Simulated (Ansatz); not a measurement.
# HfC: equation of state, part 2 of 2

How stiff is HfC, and at what volume does the pressure vanish? The cell is scaled evenly, atoms carried along, and solved with LAPW, PAW and all-electron datasets made for the crystal.

Ansatz 0.2.0; DFT PBE; a database cell (COD). «Crystal datasets» are all-electron PAW datasets made for this crystal. The steps go on from the part before.

## (7) Volume × 1.03, LAPW

The input, input.yaml:

```yaml
crystal:
  lattice:
    - [0.0, 2.3480212992, 2.3480212992]
    - [2.3480212992, 0.0, 2.3480212992]
    - [2.3480212992, 2.3480212992, 0.0]
  atoms:
    - { symbol: Hf, position: [0.5, 0.5, 0.5] }
    - { symbol: C, position: [0.0, 0.0, 0.0] }
kpoints:
  mp_grid: { grid: [12, 12, 12] }
scf:
  occupations: { method: fermi_dirac, width: 0.05 }
hamiltonian:
  xc: pbe
  pseudopotentials: { kind: all_electron, lapw: { basis_error: 0.00025 } }
output:
  forces: true
  stress: true
  eigenvalues: true
```

What it wrote, cut to the lines that bear on the results:

```text
LAPW: plane waves up to 9.529 Å⁻¹, error target 2.5e-4 eV per atom; small_component_spin mean_spin; C in spheres of 0.973 Å, 6 of its electrons in bands, Dirac shells []; Hf in spheres of 1.375 Å, 42 of its electrons in bands, Dirac shells []
[...]
Pseudopotentials: kind: all_electron
Pseudopotential: Hf, LAPW, valence charge 42, Koelling and Harmon's equation, gaussian nucleus
Pseudopotential: C, LAPW, valence charge 6, Koelling and Harmon's equation, gaussian nucleus
Functional definition: PBE
[...]
Crystal: 2 atoms, lattice volume = 25.890 Å³
Basis set: ecut = 345.98392324433814 eV, 339 PW (Γ), exchange–correlation at level 2
Bands: 29, of which v1, the nominal top of the filled ones, is band 24 counted from 1 (23 counted from 0)
Symmetry: 48 space group operations
Space group: Fm-3m (ITA 225), of the structure as read, at distance tolerance 3.0e-5 Å
k-points: 72 of 1728
[...]
SCF iter   1: F=—  HF=-411290.931111 eV  |F-HF|=—  |Δ(HF+E_count)|=         —  Δρ=1.26e-1  dr2=5.96e0  ethr=1.24e-2  ⟨swp⟩=2.0  Hψ=12441  notcnv=0
[...]
the basis was enlarged: its passes take 998.3 KiB over the memory plan, 1 of 1 planned eigensolver slots
[...]
SCF iter   8: F=-411288.931515 eV  HF=-411288.931515 eV  |F-HF|=1.16e-9  |Δ(HF+E_count)|=   3.24e-7  Δρ=3.77e-6  dr2=2.03e-9  ethr=3.34e-10  ⟨swp⟩=3.0  Hψ=6581  notcnv=0
[...]
SCF converged after 8 iterations
Free energy (F): -411288.931515 eV
[...]
E sigma→0 (E₀):  -411288.930420 eV
Entropy (-TS):   -0.002191 eV (-1.095 meV/atom)
Fermi energy:    19.850266 eV
[...]
--- Forces (eV/Å), atoms counted from 1 ---
  atom   1  Hf    -0.00000000     0.00000000    -0.00000000
  atom   2  C      0.00000000     0.00000000     0.00000000
[...]
--- Stress (GPa, compression-positive) ---
       -6.275418      -0.000000       0.000000
       -0.000000      -6.275418       0.000000
        0.000000       0.000000      -6.275418
  P = ⅓ Tr σ = -6.2754 GPa (-62.754 kbar)
--- Band table (eV; the first three rows and the last of 72) ---
[...]
```

Run time: 22 s. Hardware: 1 thread, shared host.

Result: pressure -6.28 GPa; no gap.

## (8) Volume × 1.03, PAW

input.yaml: that of step 7 with these lines changed.

```diff
@@ -14,3 +14,3 @@
   xc: pbe
-  pseudopotentials: { kind: all_electron, lapw: { basis_error: 0.00025 } }
+  pseudopotentials: { kind: paw }
 output:
@@ -19 +19,2 @@
   eigenvalues: true
+  efg: { contact_densities: true }
```

What it wrote, cut to the lines that bear on the results:

```text
Hf: output.efg is read without spin–orbit coupling, which moves field gradients at and beside such atoms by some per cent and up to a factor of two; PAW files take it under magnetization.noncollinear and magnetization.spin_orbit
[...]
[... 4 set-up lines as earlier in the session ...]
[...]
Crystal: 2 atoms, lattice volume = 25.890 Å³
Basis set: ecut = 420 eV, 531 PW (Γ), exchange–correlation on 48×48×48 points (8 copies of the dense FFT grid, shifted against one another)
Bands: 19, of which v1, the nominal top of the filled ones, is band 15 counted from 1 (14 counted from 0)
[... 2 set-up lines as earlier in the session ...]
k-points: 72 of 1728
[...]
  atom   1  Hf     0.00000000    -0.00000000     0.00000000
  atom   2  C     -0.00000000     0.00000000     0.00000000
[...]
--- Stress (GPa, compression-positive) ---
       -6.324235       0.000000       0.000000
       -0.000000      -6.324235       0.000000
       -0.000000       0.000000      -6.324235
  P = ⅓ Tr σ = -6.3242 GPa (-63.242 kbar)
--- PAW observables at the nuclei: V_zz in 10²¹ V/m², potentials from the cell's mean, atoms counted from 1 ---
  atom   1  Hf V_zz =    -0.000000   η = 0.0000   by run symmetry: forbidden
            electrostatic potential = -14183.833958 V   contact ρ = 7528566.140078 e/Å³
  atom   2  C  V_zz =    -0.000000   η = 0.0000   by run symmetry: forbidden
            electrostatic potential = -426.821190 V   contact ρ = 869.086475 e/Å³
--- Band table (eV; the first three rows and the last of 72) ---
  k-point 0: bands = ["-41.7592", "-10.2190", "-10.2190", "-10.2190", "7.3116", "8.2719", "8.2835", "8.2835", "8.2835", "8.3543", "8.3543", "8.3543", "20.5130", "20.5130", "20.5130", "20.8471", "20.8471", "20.8471", "22.7670"]
[...]
```

Run time: 3.6 s. Hardware: 1 thread, shared host.

Read from it: pressure -6.32 GPa; no gap.

## (9) Volume × 1.06, LAPW

The input, input.yaml:

```yaml
crystal:
  lattice:
    - [0.0, 2.3705998121, 2.3705998121]
    - [2.3705998121, 0.0, 2.3705998121]
    - [2.3705998121, 2.3705998121, 0.0]
  atoms:
    - { symbol: Hf, position: [0.5, 0.5, 0.5] }
    - { symbol: C, position: [0.0, 0.0, 0.0] }
kpoints:
  mp_grid: { grid: [12, 12, 12] }
scf:
  occupations: { method: fermi_dirac, width: 0.05 }
hamiltonian:
  xc: pbe
  pseudopotentials: { kind: all_electron, lapw: { basis_error: 0.00025 } }
output:
  forces: true
  stress: true
  eigenvalues: true
```

What it wrote, cut to the lines that bear on the results:

```text
LAPW: plane waves up to 9.430 Å⁻¹, error target 2.5e-4 eV per atom; small_component_spin mean_spin; C in spheres of 0.984 Å, 6 of its electrons in bands, Dirac shells []; Hf in spheres of 1.387 Å, 42 of its electrons in bands, Dirac shells []
[...]
[... 4 set-up lines as earlier in the session ...]
[...]
Crystal: 2 atoms, lattice volume = 26.644 Å³
Basis set: ecut = 338.78608607230973 eV, 339 PW (Γ), exchange–correlation at level 2
Bands: 29, of which v1, the nominal top of the filled ones, is band 24 counted from 1 (23 counted from 0)
[... 2 set-up lines as earlier in the session ...]
k-points: 72 of 1728
[...]
SCF iter   1: F=—  HF=-411290.898322 eV  |F-HF|=—  |Δ(HF+E_count)|=         —  Δρ=1.24e-1  dr2=6.03e0  ethr=1.26e-2  ⟨swp⟩=2.0  Hψ=12447  notcnv=0
[...]
the basis was enlarged: its passes take 993.3 KiB over the memory plan, 1 of 1 planned eigensolver slots
[...]
SCF iter   8: F=-411288.888346 eV  HF=-411288.888346 eV  |F-HF|=2.99e-8  |Δ(HF+E_count)|=   5.87e-7  Δρ=9.51e-6  dr2=2.23e-8  ethr=5.27e-10  ⟨swp⟩=3.0  Hψ=6530  notcnv=0
[...]
SCF converged after 8 iterations
Free energy (F): -411288.888346 eV
[...]
E sigma→0 (E₀):  -411288.887261 eV
Entropy (-TS):   -0.002171 eV (-1.086 meV/atom)
Fermi energy:    19.231185 eV
[...]
--- Forces (eV/Å), atoms counted from 1 ---
  atom   1  Hf    -0.00000000     0.00000000    -0.00000000
  atom   2  C     -0.00000000     0.00000000     0.00000000
[...]
--- Stress (GPa, compression-positive) ---
      -11.925371      -0.000000      -0.000000
       -0.000000     -11.925371      -0.000000
       -0.000000      -0.000000     -11.925371
  P = ⅓ Tr σ = -11.9254 GPa (-119.254 kbar)
--- Band table (eV; the first three rows and the last of 72) ---
[...]
```

Run time: 21 s. Hardware: 1 thread, shared host.

Result: pressure -11.93 GPa; no gap.

## (10) Volume × 1.06, PAW

input.yaml: that of step 9 with these lines changed.

```diff
@@ -14,3 +14,3 @@
   xc: pbe
-  pseudopotentials: { kind: all_electron, lapw: { basis_error: 0.00025 } }
+  pseudopotentials: { kind: paw }
 output:
@@ -19 +19,2 @@
   eigenvalues: true
+  efg: { contact_densities: true }
```

What it wrote, cut to the lines that bear on the results:

```text
Hf: output.efg is read without spin–orbit coupling, which moves field gradients at and beside such atoms by some per cent and up to a factor of two; PAW files take it under magnetization.noncollinear and magnetization.spin_orbit
[...]
[... 4 set-up lines as earlier in the session ...]
[...]
Crystal: 2 atoms, lattice volume = 26.644 Å³
Basis set: ecut = 420 eV, 531 PW (Γ), exchange–correlation on 48×48×48 points (8 copies of the dense FFT grid, shifted against one another)
Bands: 19, of which v1, the nominal top of the filled ones, is band 15 counted from 1 (14 counted from 0)
[... 2 set-up lines as earlier in the session ...]
k-points: 72 of 1728
[...]
  atom   1  Hf     0.00000000    -0.00000000    -0.00000000
  atom   2  C     -0.00000000     0.00000000    -0.00000000
[...]
--- Stress (GPa, compression-positive) ---
      -11.980022      -0.000000      -0.000000
        0.000000     -11.980022       0.000000
        0.000000      -0.000000     -11.980022
  P = ⅓ Tr σ = -11.9800 GPa (-119.800 kbar)
--- PAW observables at the nuclei: V_zz in 10²¹ V/m², potentials from the cell's mean, atoms counted from 1 ---
  atom   1  Hf V_zz =    +0.000000   η = 0.0000   by run symmetry: forbidden
            electrostatic potential = -14183.077091 V   contact ρ = 7528562.102537 e/Å³
  atom   2  C  V_zz =    +0.000000   η = 0.0000   by run symmetry: forbidden
            electrostatic potential = -426.112226 V   contact ρ = 869.077230 e/Å³
--- Band table (eV; the first three rows and the last of 72) ---
  k-point 0: bands = ["-42.4826", "-10.9459", "-10.9459", "-10.9459", "6.8543", "7.5431", "7.5574", "7.5574", "7.5574", "7.6194", "7.6194", "7.6194", "19.8902", "19.8902", "19.8902", "20.2354", "20.2354", "20.2354", "22.0796"]
[...]
```

It took 3.5 s on 1 thread, shared host.

Read from it: pressure -11.98 GPa; no gap.

## (11) Volume × 1.06, crystal datasets

input.yaml: that of step 10 with these lines changed.

```diff
@@ -14,3 +14,3 @@
   xc: pbe
-  pseudopotentials: { kind: paw }
+  pseudopotentials: { kind: all_electron, datasets: crystal }
 output:
```

What it wrote, cut to the lines that bear on the results:

```text
[...]
Hf: output.efg is read without spin–orbit coupling, which moves field gradients at and beside such atoms by some per cent and up to a factor of two; PAW files take it under magnetization.noncollinear and magnetization.spin_orbit
[...]
[... 1 set-up line as earlier in the session ...]
Pseudopotential: Hf, paw, valence charge 26, recommended cutoff 400 eV (normal), Koelling and Harmon's equation, gaussian nucleus
Pseudopotential: C, paw, valence charge 4, recommended cutoff 400 eV (normal), Koelling and Harmon's equation, gaussian nucleus
[... 1 set-up line as earlier in the session ...]
[...]
Crystal: 2 atoms, lattice volume = 26.644 Å³
Basis set: ecut = 400 eV, 531 PW (Γ), exchange–correlation on 48×48×48 points (8 copies of the dense FFT grid, shifted against one another)
Bands: 19, of which v1, the nominal top of the filled ones, is band 15 counted from 1 (14 counted from 0)
[... 1 set-up line as earlier in the session ...]
[...]
  atom   1  Hf     0.00000000    -0.00000000     0.00000000
  atom   2  C     -0.00000000     0.00000000    -0.00000000
[...]
--- Stress (GPa, compression-positive) ---
      -11.925949       0.000000      -0.000000
        0.000000     -11.925949       0.000000
       -0.000000      -0.000000     -11.925949
  P = ⅓ Tr σ = -11.9259 GPa (-119.259 kbar)
--- PAW observables at the nuclei: V_zz in 10²¹ V/m², potentials from the cell's mean, atoms counted from 1 ---
  atom   1  Hf V_zz =    -0.000000   η = 0.0000   by run symmetry: forbidden
            electrostatic potential = -14183.045594 V   contact ρ = 7525157.394868 e/Å³
  atom   2  C  V_zz =    -0.000000   η = 0.0000   by run symmetry: forbidden
            electrostatic potential = -426.163270 V   contact ρ = 869.226565 e/Å³
--- Band table (eV; the first three rows and the last of 72) ---
  k-point 0: bands = ["-42.1549", "-10.6154", "-10.6154", "-10.6154", "7.1850", "7.8660", "7.8799", "7.8799", "7.8799", "7.9419", "7.9419", "7.9419", "20.2246", "20.2246", "20.2246", "20.5642", "20.5642"]
[...]
```

Run time: 11 s. Hardware: 1 thread, shared host.

In short: pressure -11.93 GPa; no gap.

## (12) All volumes together

The rows at scale 1 come from earlier runs of the unscaled cell with the same settings.

```
          method  volume (Å³/atom)  F above the lowest (meV/atom)  pressure (GPa)
            LAPW            11.820                           37.4           16.57
            LAPW            12.191                            9.4            7.89
            LAPW            12.568                            0.0            0.28
            LAPW            12.945                            7.2           -6.28
            LAPW            13.322                           28.8          -11.93
             PAW            11.820                           37.2           16.51
             PAW            12.191                            9.3            7.84
             PAW            12.568                            0.0            0.23
             PAW            12.945                            7.3           -6.32
             PAW            13.322                           29.0          -11.98
crystal datasets            11.820                              –           16.57
crystal datasets            12.568                              –            0.28
crystal datasets            13.322                              –          -11.93
```

## (13) Summary of results

This closing draws on all 2 parts.

| quantity | value |
| --- | --- |
| equilibrium volume (LAPW) | 12.583 Å³/atom |
| bulk modulus (LAPW) | 234 GPa |
| its pressure derivative (LAPW) | 4.0 |
| equilibrium volume (PAW) | 12.581 Å³/atom |
| bulk modulus (PAW) | 234 GPa |
| its pressure derivative (PAW) | 3.9 |

What this shows: A third-order Birch-Murnaghan fit to the LAPW pressures puts zero pressure at 12.58 Å³/atom, +0.1 % from the given cell, with a bulk modulus of 234 GPa. PAW's volume lies -0.02 % and its modulus less than 0.1 % from LAPW's. No thermal or zero-point expansion is included. Spin-orbit coupling is left out, though the cell holds Hf; in elements this heavy it can shift bands and gaps by tenths of an eV.
